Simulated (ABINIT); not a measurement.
Crystal: BAs.

```
As B
1.0
     0.00000    2.38850    2.38850
     2.38850    0.00000    2.38850
     2.38850    2.38850    0.00000
As B
1 1
Direct
  0.75000 0.75000 0.75000
  0.00000 0.00000 0.00000
```

Program: ABINIT 10.8.3 (patched build). Alike in all runs: task single point; potentials or basis JTH PAW PBE v2.0; no spin polarisation; cell as given; k mesh 10 × 10 × 10; cutoff (eV) 490; smearing fermi-dirac 0.05 eV.

Question: Order these runs on this cell by their pressure, lowest first.
A. level LDA
B. level AM05
C. level r2SCAN
D. level RPBE
E. level BLYP

Answer: A (-3.8 GPa), B (-0.9 GPa), C (0.7 GPa), D (5.4 GPa), E (7.6 GPa).

Caveats: the PAW data sets were made with another functional, which shifts forces and pressure a little.

Runs at the PBE level aren't shown here.
